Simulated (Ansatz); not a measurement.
## Calculated ¹⁷O NMR of the central transition for BaTiO3 under strain

Cell: an entry of the Crystallography Open Database (COD), relaxed with PBE at fixed cell and then changed (z compressed by 2 %, ions relaxed).

```cif
data_structure
_symmetry_space_group_name_H-M 'P 1'
_symmetry_Int_Tables_number 1
_cell_length_a 3.9774
_cell_length_b 3.9774
_cell_length_c 3.9774
_cell_angle_alpha 90.620
_cell_angle_beta 90.620
_cell_angle_gamma 90.620
_cell_volume 62.91
loop_
_atom_site_label
_atom_site_type_symbol
_atom_site_fract_x
_atom_site_fract_y
_atom_site_fract_z
_atom_site_occupancy
Ba1 Ba 0.99970 0.99970 0.99970 1
Ti2 Ti 0.49009 0.49009 0.49009 1
O3 O 0.50875 0.50875 0.01401 1
O4 O 0.01401 0.50875 0.50875 1
O5 O 0.50875 0.01401 0.50875 1
```

Atoms are numbered from 1 in the order listed; like atoms form one site, named after its first atom.

The numbers come from a DFT calculation in Ansatz (PBE, plane waves and PAW, scalar-relativistic, 420 eV cutoff, Γ-centred 8×8×8 k-points, Fermi–Dirac smearing 0.02 eV).

¹⁷O has I = 5/2 and Q = -25.58 mb (Pyykkö 2018); at 7.05 T its Larmor frequency is ν₀ = 40.7 MHz. Only the quadrupole interaction is simulated: positions count from each site's isotropic chemical shift, and J coupling is left out, as are shift anisotropy and dipolar coupling, which fast spinning averages.

**Question.** What does the ¹⁷O spectrum (fast magic-angle spinning) show for each site?

**Answer.** 

```csv
site,first shell,C_Q (MHz),η,P_Q (MHz),δ_QIS (ppm),breadth (kHz)
O,"2 Ti at 1.90–2.08 Å, angle 174°; also 4 Ba at 2.75–2.85 Å",-1.36,0.01,1.36,-6.71,0.588
```

δ_QIS = −(ν_Q²/30ν₀²)[I(I+1) − 3/4](1 + η²/3) × 10⁶ ppm with ν_Q = 3|C_Q|/[2I(2I−1)]; it falls as 1/B₀² in ppm, and the breadth as 1/B₀ in kHz.

At O V_zz points along the line of its two bonds (within 2°).

At this changed cell the PBE pressure is 7 GPa.
